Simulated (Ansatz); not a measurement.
# KI, response to strain

The reference is KI in the rock salt structure (space group Fm-3m, No. 225; a = 7.0056 Å). Axes: x, y, z lie along the cube axes.

Strains are applied to the cell and any free atomic positions relax; under biaxial strain the out-of-plane vector relaxes too.

Method: PBEsol in Ansatz (plane waves to 420 eV, PAW, scalar-relativistic without spin-orbit coupling).

Notes on the quantities. energy relative to the base: free energy F.

```json
[
 {"biaxial strain, plane normal [111], relaxed out of plane (%)": "0", "energy relative to the base (meV/atom)": "0.0"},
 {"biaxial strain, plane normal [111], relaxed out of plane (%)": "0.42", "energy relative to the base (meV/atom)": "0.1"},
 {"biaxial strain, plane normal [111], relaxed out of plane (%)": "0.83", "energy relative to the base (meV/atom)": "0.3"},
 {"biaxial strain, plane normal [111], relaxed out of plane (%)": "1.25", "energy relative to the base (meV/atom)": "0.6"},
 {"biaxial strain, plane normal [111], relaxed out of plane (%)": "1.67", "energy relative to the base (meV/atom)": "1.1"},
 {"biaxial strain, plane normal [111], relaxed out of plane (%)": "2.08", "energy relative to the base (meV/atom)": "?"},
 {"biaxial strain, plane normal [111], relaxed out of plane (%)": "2.5", "energy relative to the base (meV/atom)": "2.4"}
]
```

Q: Fit ΔE = Aε² + Bε³ (ε in %) to the rows shown and predict the withheld row.

A: Least squares on the printed values gives A = 0.412 and B = -0.011 meV/atom (largest residual 0.0 meV/atom); this predicts 1.7 meV/atom, and the run gives 1.6 meV/atom, in agreement.

Stability against distortions was not tested.

Ansatz is a quantum-chemistry and plane-wave program.
